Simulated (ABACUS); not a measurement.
The system is TiC.

```xyz
2
Lattice="0.0000 2.1657 2.1657 2.1657 0.0000 2.1657 2.1657 2.1657 0.0000" Properties=species:S:1:pos:R:3 pbc="T T T"
Ti    0.0311   -0.0544    0.0078
C     2.2125    2.1626    2.1480
```

The cell is a database's computed one.

The cell isn't the ideal one: atoms moved at random, drawn with an rms of 0.05 Å.

Below is the output of ABACUS 3.10.1 for this cell. Logs are shortened: lines on timing, memory, paths and dates and some standing lists are left out, and cuts for length are marked.

```text
ABACUS v3.10.1

               Atomic-orbital Based Ab-initio Computation at UStc

 ------------------------------------------------------------------------------------

 READING GENERAL INFORMATION
                           global_out_dir = OUT.TiC/
                           global_in_card = INPUT
                               pseudo_dir = ./
                              orbital_dir = ./
                                    DSIZE = 4
                                    GSIZE = 1
[... 5 lines left out ...]

 READING ATOM TYPE 1
                               atom label = Ti
                      L=0, number of zeta = 3
                      L=1, number of zeta = 2
                      L=2, number of zeta = 2
                      L=3, number of zeta = 1
             number of atom for this type = 1

 READING ATOM TYPE 2
                               atom label = C
                      L=0, number of zeta = 2
                      L=1, number of zeta = 2
                      L=2, number of zeta = 1
             number of atom for this type = 1

                        TOTAL ATOM NUMBER = 2
DIRECT COORDINATES
    atom                   x                   y                   z     mag                  vx                  vy                  vz
taud_Ti1            0.9820820000        0.0215340000        0.9928220000  0.0000        0.0000000000        0.0000000000        0.0000000000
taud_C1            0.4843900000        0.5074340000        0.5141740000  0.0000        0.0000000000        0.0000000000        0.0000000000

                          Volume (Bohr^3) = 137.099
                             Volume (A^3) = 20.3159

 Lattice vectors: (Cartesian coordinate: in unit of a_0)
                   +0            +2.16572            +2.16572
             +2.16572                  +0            +2.16572
             +2.16572            +2.16572                  +0
 Reciprocal vectors: (Cartesian coordinate: in unit of 2 pi/a_0)
             -0.23087            +0.23087            +0.23087
[... 342 lines left out ...]
----------------------------------------------------------
 E_KohnSham     -130.8734417615      -1780.6245248271
 E_KS(sigma->0) -130.8733411603      -1780.6231560779
 E_Harris       -130.8734411329      -1780.6245162755
 E_band         -8.1337350295        -110.6651424238
 E_one_elec     -29.5424236012       -401.9452937063
 E_Hartree      22.8171406400        310.4431247716
 E_xc           -21.7634050909       -296.1063171180
 E_Ewald        -102.3845525070      -1393.0133012760
 E_entropy(-TS) -0.0002012023        -0.0027374984
 E_descf        0.0000000000         0.0000000000
 E_exx          0.0000000000         0.0000000000
 E_Fermi        1.0880293027         14.8033981072
----------------------------------------------------------

 charge density convergence is achieved
 final etot is -1780.6245248 eV
 EFERMI = 14.803398107 eV

 STATE ENERGY(eV) AND OCCUPATIONS    NSPIN == 1
 1/666 kpoint (Cartesian) = 0.0000 0.0000 0.0000 (567 pws)
       1       -41.8567     0.00150263
       2       -17.8954     0.00150263
       3       -17.8953     0.00150263
       4       -17.8947     0.00150263
       5        2.33850     0.00150263
       6        15.2879    9.29257e-08
       7        15.3266    4.29333e-08
       8        15.4181    6.88611e-09
       9        15.9784    9.35564e-14
      10        16.2724    2.61237e-16
      11        16.5537    9.40863e-19
      12        16.7083    4.27729e-20
[... 57 lines left out ...]
 6/666 kpoint (Cartesian) = -0.10494 0.10494 0.10494 (589 pws)
       1       -41.7848     0.00300526
       2       -18.3846     0.00300526
       3       -17.9440     0.00300526
       4       -17.9435     0.00300526
       5        5.66846     0.00300526
       6        9.07445     0.00300526
       7        11.8804     0.00300526
       8        11.8935     0.00300526
       9        17.6030    1.44883e-27
      10        17.6063    1.35598e-27
      11        18.7701    1.05571e-37
      12        22.5149    3.13758e-70

[... levels at 660 further k points ...]

 correction force for each atom along direction 1 is -6.52243e-06
 correction force for each atom along direction 2 is 4.67770e-08
 correction force for each atom along direction 3 is 1.05970e-08
------------------------------------------------------------------------------------------
 TOTAL-FORCE (eV/Angstrom)
------------------------------------------------------------------------------------------
                       Ti1         0.1515521757         0.4888702586        -0.2464091758
                        C1        -0.1515521757        -0.4888702586         0.2464091758
------------------------------------------------------------------------------------------

----------------------------------------------------------------
 TOTAL-STRESS (KBAR)
----------------------------------------------------------------
        14.0392033455        -1.3041703881         0.6755548478
        -1.3041703881        20.9192637028         2.1752817213
         0.6755548478         2.1752817213        15.2738875463
----------------------------------------------------------------
 TOTAL-PRESSURE: 16.744118 KBAR

 --------------------------------------------
 !FINAL_ETOT_IS -1780.6245248271175114 eV
 --------------------------------------------
```

Q: What input gives this log?

A: Single point with PBE, no spin polarisation. The files as run (others can give the same):

INPUT
```
INPUT_PARAMETERS
suffix              TiC
calculation         scf
basis_type          lcao
pseudo_dir          ./
orbital_dir         ./
symmetry            1
dft_functional      pbe
ecutwfc             100
pseudo_rcut         10
nspin               1
nbands              12
ks_solver           genelpa
smearing_method     fd
smearing_sigma      0.00367493
scf_thr             1e-07
scf_nmax            100
mixing_type         broyden
mixing_beta         0.7
cal_force           1
cal_stress          1
out_mul             1
```

STRU
```
ATOMIC_SPECIES
Ti 47.8670 Ti.upf
C 12.0110 C.upf

NUMERICAL_ORBITAL
Ti_confined-atom_7au_3s2p2d1f.orb
C_confined-atom_6au_2s2p1d.orb

LATTICE_CONSTANT
1.8897261246

LATTICE_VECTORS
0.0000000000 2.1657188437 2.1657188437
2.1657188437 0.0000000000 2.1657188437
2.1657188437 2.1657188437 0.0000000000

ATOMIC_POSITIONS
Direct

Ti
0.0
1
-0.0179180000 0.0215340000 -0.0071780000 1 1 1

C
0.0
1
0.4843900000 0.5074340000 0.5141740000 1 1 1
```

KPT
```
K_POINTS
0
Gamma
11 11 11 0 0 0
```

Potentials or basis: PseudoDojo NC SR 0.4.1 PBE standard, DZP LCAO (the cutoffs set its grid).
Launch:
```sh
$ OMP_NUM_THREADS=1 mpirun -np 4 abacus > log
```

Caveat: the atomic orbitals were generated for these runs and aren't a published set; the basis of atomic orbitals isn't converged, which shifts pressures, moduli and gaps.
